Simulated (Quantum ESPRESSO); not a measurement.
Crystal: WS2.

```
W S
1.0
     1.57900    0.91164    6.16333
    -1.57900    0.91164    6.16333
     0.00000   -1.82327    6.16333
W S
1 2
Direct
  0.00000 0.00000 0.00000
  0.58100 0.58100 0.58100
  0.75030 0.75030 0.75030
```

Measurements of this composition are mostly on another form, of space group No. 194.

Base run:

| Property | Result |
| --- | --- |
| Program | Quantum ESPRESSO 7.5 |
| Functional | PBEsol |
| Potentials or basis | GBRV 1.5 PBEsol |
| Cutoff | 762 eV |
| Density cutoff | 6095 eV |
| k mesh | 10 × 10 × 10 |
| Occupations | fermi-dirac, width 0.05 eV |
| Spin | no spin polarisation |
| Hubbard terms | W d U = 8 eV |

Its results: band gap on the k mesh 1.14 eV, indirect (least direct gap 1.37 eV); pressure 1.5 GPa; largest force 0.627 eV/Å.

Task: The run is repeated on the same cell with these changes: hubbard terms from W d U = 8 eV to W d U = 3 eV. What comes out?

Result: Band gap on the k mesh 1.09 eV, indirect (least direct gap 2.10 eV); pressure -0.1 GPa; largest force 0.607 eV/Å.

Caveats: spin-orbit coupling is left out, which moves the levels of the heavy elements.

A k mesh can miss the band edges.
